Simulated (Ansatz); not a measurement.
Worked example: the enthalpy of formation of C3H6O (propionaldehyde)

C3H6O: 10 atoms, total charge 0, spin state singlet. As SMILES, `CCC=O`. The coordinates come from a PBE0-D4/def2-TZVP relaxation. This is one conformer, not always the lowest.

Total energies at RPA@PBE/cc-pVDZ, 4 core orbitals frozen (Ansatz 0.2.0); the atoms run unrestricted:

```
species    state  energy (Eh)
  C3H6O  singlet  -192.896453
      C  triplet   -37.817495
      O  triplet   -74.982703
      H  doublet    -0.512761
```

Harmonic wavenumbers at PBE0-D4/def2-TZVP, in cm⁻¹: 76, 213, 325, 512, 760, 879, 921, 1037, 1138, 1161, 1269, 1324, 1403, 1421, 1457, 1492, 1497, 1845, 2870, 3036, 3054, 3113, 3133, 3139.

Measured heats of formation of the gaseous atoms at 298.15 K, in kJ/mol: C 716.9, O 249.2, H 218.0. Spin-orbit lowering of the atoms at 298 K (mean of the ground term's levels less their thermal mean, from spectra), in kJ/mol: C 0.02, O 0.40. Take 1 Eh = 2625.50 kJ/mol, 1 cm⁻¹ = 0.0119627 kJ/mol, RT = 2.479 kJ/mol.

Q: Work out the heat of formation of the gas at 298 K.

A: 
1. Electronic atomisation energy: 3 × (-37.817495) + (-74.982703) + 6 × (-0.512761) − (-192.896453) = 1.384699 Eh = 3635.5 kJ/mol.
2. Zero-point energy: half the sum of the wavenumbers, 18537.5 cm⁻¹ = 221.8 kJ/mol.
3. Thermal vibrational enthalpy, Σ hcν̃/(exp(hcν̃/kT) − 1): 5.9 kJ/mol. Translation, rotation and pV of a non-linear molecule: 4 RT = 9.9 kJ/mol.
4. The 10 free atoms carry 5/2 RT each: 62.0 kJ/mol.
5. Spin-orbit coupling lowers the free atoms by 3 × 0.02 + 0.40 = 0.5 kJ/mol.
6. Atomisation enthalpy at 298 K: 3635.5 − 0.5 − 221.8 − 5.9 − 9.9 + 62.0 = 3459.4 kJ/mol.
7. Sum of the atoms' heats of formation: 3707.9 kJ/mol. Heat of formation: 3707.9 − 3459.4 = +248.5 kJ/mol.

The tabulated value is -185.6 kJ/mol (CRC Handbook of Chemistry and Physics), so this level is off by +434.1 kJ/mol, or 11.1 % of the atomisation enthalpy. Anharmonicity and any spin-orbit splitting of the molecule are left out, and so is core correlation.
